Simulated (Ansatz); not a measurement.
Crystal: HfO2.

```
CELL_PARAMETERS angstrom
5.11800 0.00000 0.00000
0.00000 5.18570 0.00000
-0.85866 0.00000 5.21387
ATOMIC_POSITIONS crystal
Hf 0.27550 0.46030 0.70800
Hf 0.72450 0.96030 0.79200
Hf 0.72450 0.53970 0.29200
Hf 0.27550 0.03970 0.20800
O 0.07420 0.16840 0.84670
O 0.92580 0.66840 0.65330
O 0.92580 0.83160 0.15330
O 0.07420 0.33160 0.34670
O 0.44870 0.74190 0.98010
O 0.55130 0.24190 0.51990
O 0.55130 0.25810 0.01990
O 0.44870 0.75810 0.48010
```

| Item | Value |
| --- | --- |
| Program | Ansatz 0.2.0 |
| Task | relaxation of cell and atoms |
| Functional | BLYP |
| Dispersion | D3(BJ) |
| Potentials or basis | Ansatz PAW |
| Cutoff | 420 eV (not typed: the program's choice for these potentials) |
| k mesh | 5 × 5 × 5 |
| Occupations | fermi-dirac, width 0.05 eV |
| Spin | no spin polarisation |

At the start: volume 11.53 Å³/atom.

Q: Where does the relaxation end?

A: It ends after 8 steps and the volume is 11.73 Å³/atom (+1.7 %); space group P2_1/c (No. 14, to 0.05 Å).

The path:
```
step  energy change (eV)  largest force (eV/Å)  volume (Å³)
   1              0.0000                0.5280       138.38
   2             -0.0231                0.2420       141.12
   3             -0.0490                0.0793       140.81
   4             -0.0503                0.0989       140.67
   5             -0.0520                0.0102       140.67
   6             -0.0668                0.0111       140.67
   7             -0.0662                0.0013       140.78
   8             -0.0669                0.0013       140.78
```

Final structure:
```
CELL_PARAMETERS angstrom
5.14343 0.00000 -0.00495
0.00000 5.20488 0.00000
-0.86797 0.00000 5.25960
ATOMIC_POSITIONS crystal
Hf 0.27594 0.45853 0.70838
Hf 0.72406 0.95853 0.79162
Hf 0.72406 0.54147 0.29162
Hf 0.27594 0.04147 0.20838
O 0.06914 0.16800 0.84444
O 0.93086 0.66800 0.65556
O 0.93086 0.83200 0.15556
O 0.06914 0.33200 0.34444
O 0.44696 0.74242 0.97824
O 0.55304 0.24242 0.52176
O 0.55304 0.25758 0.02176
O 0.44696 0.75758 0.47824
```

Caveat: the plane-wave basis is chosen anew once the cell has moved, so the energies of steps on either side of that aren't comparable; the pressure holds a Pulay correction of +0.9 GPa for the finite cutoff; the PAW data sets come from PBE, with cores solved anew for the run's functional, which leaves a small shift of forces and pressure.
